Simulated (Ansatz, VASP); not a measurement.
## One calculation of Ti6C, two programs

```
CELL_PARAMETERS angstrom
0.00000 3.72107 3.72107
3.72107 0.00000 3.72107
3.72107 3.72107 0.00000
ATOMIC_POSITIONS crystal
Ti 0.50000 0.50000 0.00000
Ti 0.50000 0.00000 0.50000
Ti 0.00000 0.00000 0.50000
Ti 0.00000 0.50000 0.00000
Ti 0.00000 0.50000 0.50000
Ti 0.50000 0.00000 0.00000
C 0.00000 0.00000 0.00000
```

Change from the starting cell: species swapped into the Zn6Mo type (Fm-3m, No. 225).

Alike in both runs: task single point; functional PBE; k mesh 4 × 4 × 4; occupations gaussian, width 0.1 eV; no spin polarisation.

|  | VASP | Ansatz |
| --- | --- | --- |
| version | VASP 6.6.1 | Ansatz 0.2.0 |
| potentials or method | VASP PAW PBE potentials, release 64 (Ti_sv, C) | scalar-relativistic, plane waves, PAW |
| plane-wave cutoff (eV) | 520 | 420 |
| valence electrons in the cell | 76 | 76 |

```csv
,VASP,Ansatz,Ansatz less VASP
gap on the k mesh at the Fermi level (eV),none,none,-
pressure (GPa),5.1,5.4,+0.23
```

A gap of «none» marks a metal or a gap that the smearing closes.

Caveats: the k mesh is coarse (spacing up to 0.37 Å⁻¹), so the values aren't converged.
